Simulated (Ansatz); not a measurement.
The system is Pd.

```
Pd
1.0
     2.78367    0.00000    0.00000
    -1.39183    2.41072    0.00000
     0.00000    0.00000    4.62889
Pd
2
Cartesian
  0.0000 1.6071 1.1572
  1.3918 0.8036 3.4717
```

This isn't the form of Pd at room conditions, which is fcc.

| Property | Result |
| --- | --- |
| Program | Ansatz 0.2.0 |
| Task | relaxation of cell and atoms |
| Functional | PBEsol |
| Dispersion | D4 |
| Potentials or basis | Ansatz PAW |
| Cutoff | 420 eV (not typed: the program's choice for these potentials) |
| k mesh | 11 × 11 × 6 |
| Occupations | fermi-dirac, width 0.05 eV |
| Spin | no spin polarisation |

At the start: volume 15.53 Å³/atom.

Task: Where does the relaxation end?

Result: It ends after 7 steps and the volume is 14.41 Å³/atom (-7.2 %); space group P6_3/mmc (No. 194, to 0.05 Å).

Step by step:
```csv
step,energy change (eV),largest force (eV/Å),volume (Å³)
1,0.0000,0.0000,31.06
2,-0.0079,0.0000,26.96
3,-0.0965,0.0000,29.14
4,-0.0989,0.0000,28.83
5,-0.0989,0.0000,28.82
6,-0.0989,0.0000,28.82
7,-0.0981,0.0000,28.82
```

Final structure:
```cif
data_structure
_symmetry_space_group_name_H-M 'P 1'
_symmetry_Int_Tables_number 1
_cell_length_a 2.7130
_cell_length_b 2.7130
_cell_length_c 4.5215
_cell_angle_alpha 90.000
_cell_angle_beta 90.000
_cell_angle_gamma 120.000
_cell_volume 28.82
loop_
_atom_site_label
_atom_site_type_symbol
_atom_site_fract_x
_atom_site_fract_y
_atom_site_fract_z
_atom_site_occupancy
Pd1 Pd 0.33333 0.66667 0.25000 1
Pd2 Pd 0.66667 0.33333 0.75000 1
```

Caveat: the plane-wave basis is chosen anew once the cell has moved, so the energies of steps on either side of that aren't comparable; pairwise dispersion overbinds metals, which lowers pressure and volume; the PAW data sets come from PBE, with cores solved anew for the run's functional, which leaves a small shift of forces and pressure.
